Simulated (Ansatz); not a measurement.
Step by step: BN, relaxation of cell and atoms

These are results of DFT, PBE, PAW with Ansatz's default frozen-core files, scalar-relativistic (Ansatz 0.2.0), not measurements.

Command: `ansatz run input.yaml --threads 1 --pin off --max-ram 2048MiB --backend cpu --events-out ev --progress --plain --runs-dir out` The run took about 21 s on 1 thread of a shared machine.

```yaml
crystal:
  lattice:
    - [0.0, 2.2322827293, 2.2322827293]
    - [2.2322827293, 0.0, 2.2322827293]
    - [2.2322827293, 2.2322827293, 0.0]
  atoms:
    - { symbol: B, position: [0.0, 0.0, 0.0] }
    - { symbol: "N", position: [0.25, 0.25, 0.25] }
kpoints:
  mp_grid: { grid: [16, 16, 16] }
scf:
  occupations: { method: fermi_dirac, width: 0.03 }
hamiltonian:
  xc: pbe
  pseudopotentials: { kind: paw }
output:
  forces: true
  stress: true
relax:
  f_tol: 0.005
  max_steps: 80
  cell: {}
```

The cell is built from the zincblende type as a first guess.

The cutoff is 420 eV; energies and pressures of the walk include the program's estimate of the Pulay term.

Each frame lists the cell vectors (Å), then Cartesian positions (Å); symmetry keeps all forces zero. Free energies count from the first step, -538.5759 eV.

The walk took 9 evaluations in all; steps that aren't listed are left out.

Step 1: E = 0.0 meV, P = -67.74 GPa

```
cell 0.0000 2.2323 2.2323 2.2323 0.0000 2.2323 2.2323 2.2323 0.0000
B     0.0000    0.0000    0.0000
N     1.1161    1.1161    1.1161
```

Step 2: E = -1350.7 meV, P = -70.11 GPa

```
cell 0.0000 2.1235 2.1235 2.1235 0.0000 2.1235 2.1235 2.1235 0.0000
B     0.0000    0.0000    0.0000
N     1.0617    1.0617    1.0617
```

Step 3:

```
cell 0.0000 2.0146 2.0146 2.0146 0.0000 2.0146 2.0146 2.0146 0.0000
B     0.0000    0.0000    0.0000
N     1.0073    1.0073    1.0073
```

Step 4: E = -3434.4 meV, P = -40.78 GPa

```
cell 0.0000 1.9030 1.9030 1.9030 0.0000 1.9030 1.9030 1.9030 0.0000
B     0.0000    0.0000    0.0000
N     0.9515    0.9515    0.9515
```

Task: Give the energy, pressure of step 3.

Result: E = -2548.8 meV, P = -64.05 GPa
```
B     0.0000    0.0000    0.0000
N     1.0073    1.0073    1.0073
```

Task: How does the relaxation end?

Result: It converges, with a = 3.625 Å, b = 3.625 Å, c = 3.625 Å, α = 90.00°, β = 90.00°, γ = 90.00° (conventional cell, space group F-43m). The last solve (on a basis chosen afresh for the final cell, so its energy is not quite comparable) gives E = -3699.9 meV, P = -0.01 GPa:
```
cell 0.0000 1.8124 1.8124 1.8124 0.0000 1.8124 1.8124 1.8124 0.0000
B     0.0000    0.0000    0.0000
N     0.9062    0.9062    0.9062
```
